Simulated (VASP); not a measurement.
Wanted: the native input for a VASP 6.6.1 run.

```yaml
Task: relaxation of cell and atoms
Functional: r2SCAN
Dispersion: rVV10
Potentials_or_basis: VASP PAW PBE potentials, release 64 (Ni)
Cutoff: 600 eV
k_mesh: 20 × 20 × 20
Occupations: gaussian, width 0.1 eV
Spin: collinear spin, ferromagnetic start
Starting_moments: "[1.0] μB"
Further_INCAR_settings: ALGO = Normal; EDIFF = 1e-07; IBRION = 2; EDIFFG = -0.005; NSW = 90; ISIF = 3
```

The structure of Ni lies in POSCAR:

```
Ni
1.0
   -1.3967612200      1.3967612200      1.3967612200
    1.3967612200     -1.3967612200      1.3967612200
    1.3967612200      1.3967612200     -1.3967612200
Ni
1
Direct
    0.0000000000      0.0000000000      0.0000000000
```

This isn't the form of Ni at room conditions, which is fcc.

These files were run (other wordings do the same):

INCAR

```
SYSTEM = Ni
ALGO     = Normal         ! electronic algorithm
BPARAM   = 11.95        
CPARAM   = 0.0093       
EDIFF    = 1E-7           ! SCF threshold, eV
EDIFFG   = -0.005         ! ionic threshold
ENCUT    = 600            ! plane-wave cutoff, eV
IBRION   = 2              ! ionic algorithm
ISIF     = 3              ! what is computed and relaxed
ISMEAR   = 0              ! smearing method
ISPIN    = 2              ! spin polarisation
IVDW_NL  = 2            
LASPH    = .True.         ! aspherical terms in the spheres
LCHARG   = .False.        ! write CHGCAR
LMAXMIX  = 4              ! l up to which the mixer works
LMIXTAU  = .True.       
LORBIT   = 11             ! projections on sites
LREAL    = .False.        ! projectors in reciprocal space
LUSE_VDW = .True.       
LWAVE    = .False.        ! write WAVECAR
MAGMOM   = 1              ! initial moments
METAGGA  = R2SCAN         ! meta-GGA
NELM     = 120            ! most SCF steps
NSW      = 90             ! ionic steps
PREC     = Accurate       ! precision mode
SIGMA    = 0.1            ! smearing width, eV
```

KPOINTS

```
k-points
0
Gamma
  20 20 20
  0 0 0
```

Potentials or basis: VASP PAW PBE potentials, release 64 (Ni).

The run is started by

```sh
$ cat potpaw_PBE.64/Ni/POTCAR > POTCAR
$ mpirun -np 1 vasp_std > vasp.out
```

It gave:

The relaxed volume is 10.49 Å³/atom and the relaxed cell is a = 2.389 Å, b = 2.389 Å, c = 2.389 Å, α = 109.47°, β = 109.47°, γ = 109.47°. The space group after relaxing (to 0.05 Å) is Im-3m (No. 229) and the energy gained by relaxing is 10.2 meV/atom. The ionic steps are 6, the pressure after relaxing is 0.0 GPa and the band gap on the k mesh is none (metal or under the smearing width). The net moment is 0.61 μB per cell and the site moments are Ni +0.63 μB. The valence electrons inside the program's atomic spheres are Ni 9.42.

Caveat: the PAW data sets were made with another functional, which shifts forces and pressure a little.

Run time: 14 min on 1 thread of Intel(R) Xeon(R) Platinum 8488C (Sapphire Rapids), on a shared host, peak memory 0.25 GiB.
